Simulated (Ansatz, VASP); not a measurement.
**B108N107 (V_N): VASP beside Ansatz**

Wanted: the spread between two codes on one cell, functional and k mesh. The cell is taken from a series of runs on this material, whose earlier steps may have relaxed, scaled, displaced or heated it; both programs get it as it stands.

Calculated with Ansatz 0.2.0; plane waves, with VASP 6.6.1 beside it; LDA.

## (1) The structure

The cell holds 215 atoms: 108 B and 107 N. Its edges and angles: a = 10.742 Å, b = 10.742 Å, c = 10.742 Å, α = 90.0°, β = 90.0°, γ = 90.0°. It derives from BN (BN (F-43m)). Nearest the centre at fractional (0.417, 0.417, 0.583): B55 at 1.64 Å, B60 at 1.64 Å, B54 at 1.64 Å, B57 at 1.64 Å, N162 at 2.51 Å, N163 at 2.51 Å, N161 at 2.51 Å, N150 at 2.51 Å. The cell carries charge +2.

## (2) Ansatz: single point, LDA

Ansatz runs on its default PAW (the set named soft_2) files.

A single point takes one fixed geometry, so differences don't come from the geometry; what else differs is listed under the comparison.

The input, input.yaml:

```yaml
crystal:
  lattice:
    - [10.74168417, 0.0, 0.0]
    - [0.0, 0.0, -10.74168417]
    - [0.0, 10.74168417, 0.0]
  atoms:
    - { symbol: B, position: [-0.00043529869, 7.158997e-05, 4.822501e-05] }
    - { symbol: B, position: [-0.00041432989, 0.16676249518, 0.16663642822] }
    - { symbol: B, position: [0.16623340842, 0.00015046204, 0.16666324781] }
    - { symbol: B, position: [0.16612136597, 0.16666824629, 0.00016646499] }
    - { symbol: "N", position: [0.08335993682, 0.0833201685, 0.25038431872] }
    - { symbol: "N", position: [0.08331455022, 0.2498912296, 0.08365898189] }
    - { symbol: "N", position: [0.2499414904, 0.08326739595, 0.08366858228] }
    - { symbol: "N", position: [0.25015154343, 0.25009649211, 0.25062481956] }
    - { symbol: B, position: [-0.00040071465, 0.00015119865, 0.33329336006] }
    - { symbol: B, position: [-0.00041454665, 0.16692012525, 0.49995645573] }
    - { symbol: B, position: [0.16625667323, 0.00013842881, 0.49995422536] }
    - { symbol: B, position: [0.16628166132, 0.16690604064, 0.33334539408] }
    - { symbol: "N", position: [0.08346314338, 0.08338624748, 0.5836027061] }
    - { symbol: "N", position: [0.08360159555, 0.25009887381, 0.41717085656] }
    - { symbol: "N", position: [0.25017774976, 0.08354605967, 0.41720672418] }
    - { symbol: "N", position: [0.25107429376, 0.25110822066, 0.58347339064] }
    - { symbol: B, position: [-0.00050554674, 0.00012475024, 0.66675465696] }
    - { symbol: B, position: [-0.00059830452, 0.16666278033, 0.83345542297] }
    - { symbol: B, position: [0.1661254753, -5.790716e-05, 0.83344195048] }
    - { symbol: B, position: [0.16577764216, 0.16623872013, 0.6672676205] }
    - { symbol: "N", position: [0.0832388393, 0.08317806881, 0.91690975295] }
    - { symbol: "N", position: [0.08333543528, 0.24986282662, 0.75022123736] }
    - { symbol: "N", position: [0.24990476435, 0.08325683508, 0.75021355312] }
    - { symbol: "N", position: [0.24990346959, 0.24986597314, 0.91682571622] }
    - { symbol: B, position: [-0.0004986345, 0.33335234978, -1.551173e-05] }
    - { symbol: B, position: [-0.00045840027, 0.50018665527, 0.16658545921] }
    - { symbol: B, position: [0.16625615654, 0.33351049913, 0.16666332364] }
    - { symbol: B, position: [0.16626317024, 0.50015311265, -2.962394e-05] }
    - { symbol: "N", position: [0.08337333892, 0.41653719605, 0.2503821744] }
    - { symbol: "N", position: [0.08328483434, 0.58312327975, 0.08344787389] }
    - { symbol: "N", position: [0.24995230688, 0.41648882934, 0.08358631609] }
    - { symbol: "N", position: [0.24984997163, 0.5832067516, 0.25025625769] }
    - { symbol: B, position: [-0.00038766238, 0.33351810379, 0.3333114555] }
    - { symbol: B, position: [-0.00051036185, 0.5001840727, 0.49992262124] }
    - { symbol: B, position: [0.16608878455, 0.33368199082, 0.50024974497] }
    - { symbol: B, position: [0.16581898126, 0.50066627255, 0.33285831779] }
    - { symbol: "N", position: [0.08330074029, 0.41651614304, 0.58355842206] }
    - { symbol: "N", position: [0.08324103574, 0.5832126503, 0.41686212063] }
    - { symbol: "N", position: [0.25099070356, 0.41649638951, 0.41801648729] }
    - { symbol: "N", position: [0.25100330534, 0.58206800337, 0.58358153902] }
    - { symbol: B, position: [-0.00055208666, 0.33351288373, 0.66660287906] }
    - { symbol: B, position: [-0.00040929886, 0.50015160266, 0.83319003793] }
    - { symbol: B, position: [0.16578585201, 0.33283458399, 0.83386303411] }
    - { symbol: B, position: [0.16609635725, 0.49984343117, 0.66641399135] }
    - { symbol: "N", position: [0.08346507383, 0.41647586409, 0.91669396624] }
    - { symbol: "N", position: [0.08360765954, 0.58290227829, 0.7499778281] }
    - { symbol: "N", position: [0.25108680419, 0.41660079699, 0.74898076629] }
    - { symbol: "N", position: [0.25018231607, 0.58287239321, 0.91653312866] }
    - { symbol: B, position: [-0.00039939138, 0.6668144664, -4.552191e-05] }
    - { symbol: B, position: [-0.0004130387, 0.83346851301, 0.16664688321] }
    - { symbol: B, position: [0.16614895196, 0.6669032661, 0.16651689686] }
    - { symbol: B, position: [0.16624292849, 0.8334518782, -3.856057e-05] }
    - { symbol: "N", position: [0.08316542713, 0.74989241524, 0.25018900328] }
    - { symbol: "N", position: [0.08325924961, 0.91653190507, 0.08355619835] }
    - { symbol: "N", position: [0.24993344609, 0.74976940815, 0.08345512245] }
    - { symbol: "N", position: [0.24992928828, 0.91662740006, 0.25031744586] }
    - { symbol: B, position: [-0.00053636444, 0.66691176174, 0.33319560877] }
    - { symbol: B, position: [-0.00046077611, 0.83351604945, 0.49992100838] }
    - { symbol: B, position: [0.16582831531, 0.66723467536, 0.49943228296] }
    - { symbol: B, position: [0.16614327288, 0.83359130911, 0.33320652075] }
    - { symbol: "N", position: [0.08338017339, 0.7496889981, 0.58354215044] }
    - { symbol: "N", position: [0.08328814987, 0.91662854494, 0.41695614638] }
[... 39 lines left out ...]
    - { symbol: "N", position: [0.41653780414, 0.4165184171, 0.25032386626] }
    - { symbol: "N", position: [0.41656564388, 0.58310047363, 0.08358801485] }
    - { symbol: "N", position: [0.58316783427, 0.41650203245, 0.08360552303] }
    - { symbol: "N", position: [0.58295766803, 0.58290650155, 0.25062384554] }
    - { symbol: B, position: [0.33319456919, 0.3336829824, 0.33313496674] }
    - { symbol: B, position: [0.3283295541, 0.50474084462, 0.49536712727] }
    - { symbol: B, position: [0.50459053013, 0.32846307137, 0.49532208668] }
    - { symbol: B, position: [0.49937268209, 0.49986494931, 0.33312889255] }
    - { symbol: "N", position: [0.41656672553, 0.58207237179, 0.41801847066] }
    - { symbol: "N", position: [0.58194377236, 0.41661395048, 0.41811760977] }
    - { symbol: "N", position: [0.58195037337, 0.58197444338, 0.58346970193] }
    - { symbol: B, position: [0.3282838793, 0.32846674999, 0.67164393642] }
    - { symbol: B, position: [0.3332103074, 0.49984396698, 0.83363697087] }
    - { symbol: B, position: [0.49942946723, 0.33364317007, 0.83368715297] }
    - { symbol: B, position: [0.50458085031, 0.50476645967, 0.67162416957] }
    - { symbol: "N", position: [0.41654407171, 0.41650756898, 0.9168400603] }
    - { symbol: "N", position: [0.41645926993, 0.58196828296, 0.74897391853] }
    - { symbol: "N", position: [0.58193607464, 0.41655565874, 0.74896778624] }
    - { symbol: "N", position: [0.58318587777, 0.58315338817, 0.91681688598] }
    - { symbol: B, position: [0.33289839339, 0.6667904216, -2.823516e-05] }
    - { symbol: B, position: [0.33287003647, 0.83351440295, 0.16660049284] }
    - { symbol: B, position: [0.49954289766, 0.66680058081, 0.16666536363] }
    - { symbol: B, position: [0.4997096522, 0.83356133238, -2.59238e-06] }
    - { symbol: "N", position: [0.41652080974, 0.74968314177, 0.25039822511] }
    - { symbol: "N", position: [0.41654091541, 0.9165206959, 0.0835635267] }
    - { symbol: "N", position: [0.58316421115, 0.74974217794, 0.08366339659] }
    - { symbol: "N", position: [0.58315769121, 0.91642055966, 0.25034719842] }
    - { symbol: B, position: [0.33239434952, 0.66724088441, 0.33286113073] }
    - { symbol: B, position: [0.3328685238, 0.83356283976, 0.49993529784] }
    - { symbol: B, position: [0.49936755668, 0.66696707895, 0.50023930786] }
    - { symbol: B, position: [0.49953658047, 0.83343969627, 0.33331832565] }
    - { symbol: "N", position: [0.41654055457, 0.74975481927, 0.58356302253] }
    - { symbol: "N", position: [0.41655732683, 0.91648959195, 0.4169860697] }
    - { symbol: "N", position: [0.58295387754, 0.74945358483, 0.41717318852] }
    - { symbol: "N", position: [0.58316128541, 0.91647437477, 0.58358966449] }
    - { symbol: B, position: [0.33320827619, 0.66695843854, 0.66640809989] }
    - { symbol: B, position: [0.33290638009, 0.83346030703, 0.83319945729] }
    - { symbol: B, position: [0.50021748592, 0.6672718338, 0.8338561122] }
    - { symbol: B, position: [0.49954489638, 0.83360342632, 0.66660904537] }
    - { symbol: "N", position: [0.41658075977, 0.74958991784, 0.9166994697] }
    - { symbol: "N", position: [0.41656252854, 0.91646888901, 0.7501965363] }
    - { symbol: "N", position: [0.58319527151, 0.74972026943, 0.75021737656] }
    - { symbol: "N", position: [0.58315752795, 0.91656729781, 0.91682753111] }
    - { symbol: B, position: [0.66633484771, 0.00016517834, -4.282715e-05] }
    - { symbol: B, position: [0.66640200394, 0.16665659043, 0.16645211275] }
    - { symbol: B, position: [0.83299336249, 6.499613e-05, 0.16661530156] }
    - { symbol: B, position: [0.83290315355, 0.16673555857, -5.417222e-05] }
    - { symbol: "N", position: [0.74987184001, 0.08318199686, 0.25027211597] }
    - { symbol: "N", position: [0.74979995945, 0.2499074961, 0.08351242734] }
    - { symbol: "N", position: [0.91655460193, 0.08323314731, 0.08357872165] }
    - { symbol: "N", position: [0.91663620774, 0.24989848201, 0.25033462403] }
    - { symbol: B, position: [0.66637928104, -5.431691e-05, 0.33317903039] }
    - { symbol: B, position: [0.66685584965, 0.16619947539, 0.49946541056] }
    - { symbol: B, position: [0.83294576797, 0.00011202454, 0.49993971889] }
    - { symbol: B, position: [0.83310692051, 0.16667448554, 0.33317263755] }
    - { symbol: "N", position: [0.74964833922, 0.08341244245, 0.58352245939] }
    - { symbol: "N", position: [0.74978538094, 0.24987943612, 0.41693584869] }
    - { symbol: "N", position: [0.91663081754, 0.08327497173, 0.4169728855] }
    - { symbol: "N", position: [0.91658067725, 0.2498965537, 0.58358465827] }
    - { symbol: B, position: [0.66617397458, 0.00015161039, 0.66667483048] }
    - { symbol: B, position: [0.66621563143, 0.16685648008, 0.83326839498] }
    - { symbol: B, position: [0.83289784664, 0.00017142506, 0.83338438811] }
    - { symbol: B, position: [0.83290800458, 0.16689397225, 0.66666508022] }
    - { symbol: "N", position: [0.74974835633, 0.08332316137, 0.91677182158] }
    - { symbol: "N", position: [0.74949544817, 0.25015076381, 0.74994026273] }
    - { symbol: "N", position: [0.91649056316, 0.08327075235, 0.75018684643] }
    - { symbol: "N", position: [0.9164939999, 0.24990357452, 0.91681880533] }
    - { symbol: B, position: [0.66618515279, 0.33345535407, -4.098704e-05] }
    - { symbol: B, position: [0.66614195592, 0.50016486233, 0.1666337286] }
    - { symbol: B, position: [0.83294266782, 0.33335614715, 0.16653721655] }
    - { symbol: B, position: [0.83295464969, 0.50017817797, -7.56801e-06] }
    - { symbol: "N", position: [0.74966847003, 0.41648803054, 0.25048248804] }
    - { symbol: "N", position: [0.74978721671, 0.58311943774, 0.08365458119] }
    - { symbol: "N", position: [0.91653404991, 0.41651775998, 0.08354544333] }
    - { symbol: "N", position: [0.91642968575, 0.58313001374, 0.25030063101] }
    - { symbol: B, position: [0.66681364272, 0.33284791997, 0.3328192465] }
    - { symbol: B, position: [0.66658572566, 0.49986208995, 0.50024317691] }
    - { symbol: B, position: [0.83314648364, 0.33351588123, 0.49994990542] }
    - { symbol: B, position: [0.8329167313, 0.50017141159, 0.33330623743] }
    - { symbol: "N", position: [0.74981631706, 0.41651459222, 0.58356607817] }
    - { symbol: "N", position: [0.74950935253, 0.58287846712, 0.41719445888] }
    - { symbol: "N", position: [0.91656780347, 0.41649924583, 0.41696956722] }
    - { symbol: "N", position: [0.91657080183, 0.58310500437, 0.58357625927] }
    - { symbol: B, position: [0.66663937249, 0.33364540053, 0.66646998382] }
    - { symbol: B, position: [0.66686065056, 0.50064930973, 0.83390538338] }
    - { symbol: B, position: [0.83291562348, 0.33345873144, 0.83322640172] }
    - { symbol: B, position: [0.83314819215, 0.50016636218, 0.66659685144] }
    - { symbol: "N", position: [0.7496613926, 0.41657176287, 0.91667253267] }
    - { symbol: "N", position: [0.74979664998, 0.58315114045, 0.75019859585] }
    - { symbol: "N", position: [0.91658540964, 0.41649867412, 0.75018309633] }
    - { symbol: "N", position: [0.91663970801, 0.5831133994, 0.91680239978] }
    - { symbol: B, position: [0.66638666676, 0.66694362149, 0.00016118789] }
    - { symbol: B, position: [0.6662956473, 0.83347368206, 0.16664051387] }
    - { symbol: B, position: [0.83290346248, 0.66682563847, 0.16665066518] }
    - { symbol: B, position: [0.83299177028, 0.83349948643, 4.49054e-05] }
    - { symbol: "N", position: [0.74973399088, 0.74969909846, 0.25038162336] }
    - { symbol: "N", position: [0.74982755648, 0.91650893751, 0.08358326972] }
    - { symbol: "N", position: [0.91652645908, 0.7498030312, 0.08355016683] }
    - { symbol: "N", position: [0.91652714486, 0.91653154859, 0.25028531028] }
    - { symbol: B, position: [0.66614425464, 0.66677535899, 0.33333611645] }
    - { symbol: B, position: [0.66613407606, 0.83346613333, 0.49995819591] }
    - { symbol: B, position: [0.832913924, 0.66680093639, 0.49994216798] }
    - { symbol: B, position: [0.83290095503, 0.83345799166, 0.33329134921] }
    - { symbol: "N", position: [0.74967309878, 0.74959567555, 0.58359360564] }
    - { symbol: "N", position: [0.74978021837, 0.91642462589, 0.41697446427] }
    - { symbol: "N", position: [0.91642980236, 0.74977533085, 0.4169490946] }
    - { symbol: "N", position: [0.91653344778, 0.91653245737, 0.58356702847] }
    - { symbol: B, position: [0.66681262703, 0.66728128922, 0.66725749366] }
    - { symbol: B, position: [0.66640212182, 0.83366324341, 0.83346022497] }
    - { symbol: B, position: [0.83310939687, 0.66693761527, 0.83343268769] }
    - { symbol: B, position: [0.8329366238, 0.83356659547, 0.66675374265] }
    - { symbol: "N", position: [0.74988068668, 0.74982396468, 0.91690252034] }
    - { symbol: "N", position: [0.74979677557, 0.91657602839, 0.75018665079] }
    - { symbol: "N", position: [0.91664484593, 0.74974650334, 0.75018184939] }
    - { symbol: "N", position: [0.91655620718, 0.91651192551, 0.91685650285] }
  host:
    repeats: [3, 3, 3]
    atoms:
      - { symbol: B, position: [0.0, 0.0, 0.0] }
      - { symbol: B, position: [0.0, 0.5, 0.5] }
      # ... 6 more atoms of the perfect host
total_charge: 2
basis:
  ecutwfc: 420
  xc_grid: 2
hamiltonian:
  xc: lda
kpoints:
  mp_grid: { grid: [1, 1, 1] }
magnetization:
  spin_polarized: true
  initial_magnetization: 1
  spin_locking: { lock_magnetization: hard }
scf:
  occupations: { method: fermi_dirac, width: 0.01 }
  max_iter: 80
output:
  forces: true
  charged_corrections:
    epsilon: 4.61
    static_epsilon: 6.79
    defect_position: [0.416667, 0.416667, 0.583333]
checkpoint:
  read: "../qp2_M1.relax_smeared.run"
  write: "../cc2.qp2_M1.l1.4.run"
  compress: false
  write_wavefunctions: false
  write_every: 100000
```

The run is started by

```
ansatz run input.yaml --threads 12 --pin off --max-ram 56524MiB --backend cuda --events-out ev --progress --plain --runs-dir out
```

Log:

```text
Warning: at least one further symmetry operation maps every atom of the structure, as the run holds it, onto an atom to within 2.36e-5 (fractional), and is not used: no operation is sought that the at [...]
Warning: checkpoint.read: the run can stay near the saved state's solution: 215 site(s) moved relative to the saved geometry (max |Δs| = 3.950e-4 fractional); the SCF starts from the saved state under [...]
Engine: ansatz 0.2.0, aarch64-unknown-linux-gnu
[...]
Pseudopotential: B, paw, valence charge 3, recommended cutoff 420 eV (normal), B.paw.azcp
Pseudopotential: N, paw, valence charge 5, recommended cutoff 420 eV (normal), N.paw.azcp
Functional definition: SPW92
[...]
Crystal: 215 atoms, lattice volume = 1239.416 Å³
Basis set: ecut = 420 eV, 24207 PW (Γ), exchange–correlation on 144×144×144 points (8 copies of the dense FFT grid, shifted against one another)
Bands: 644, of which v1, the nominal top of the filled ones, is band 429 counted from 1 (428 counted from 0)
[...]
Space group: P1 (ITA 1), of the structure as read, at distance tolerance 1.1e-4 Å
[...]
k-points: 1
[...]
Functional: x = slater, c = lda
[...]
SCF iter   1: F=—  HF=-56502.761432 eV  |F-HF|=—  |Δ(HF+E_count)|=         —  Δρ=6.94e-4 (↑6.66e-4 ↓6.94e-4)  dr2=1.11e-2  dr2_m=4.82e-5  M=1.000 μB ∫|m|=1.076 μB  β_m=0.30  ethr=1.31e-6  ⟨swp⟩=9.0  H [...]
preconditioner: auto → Resta (q_TF=auto, 2.566 Å⁻¹)  ε∞=4.0  [insulator: Δε(μ)=0.078 eV  Ē_g=17.766 eV  σ=0.010 eV  W_gap=0.96  n_scr=364 (ndim 8)  ℏωp=30.9 eV  f_vac=0.000  D(μ)=4.91/eV (n_scr^D=18)  [...]
[...]
SCF 1 converged in 6 iterations: F = -56502.759217 eV  dr2 = 3.76e-9
[...]
SCF converged after 6 iterations
[...]
```

(Part 1 of 2 ends here.)

[Lines on the potential files, build, host, timing and source positions are cut from VASP's logs without a mark.]

[Logs are printed without paths, hosts, clocks, repeated set-up lines and the standing remarks that a program may print on its own settings, such as how far it seeks lower states.]

[Hosts, paths, dates, database ids (printed as entryN), source tags and the programs' standing remarks are cut or masked in the printed files.]
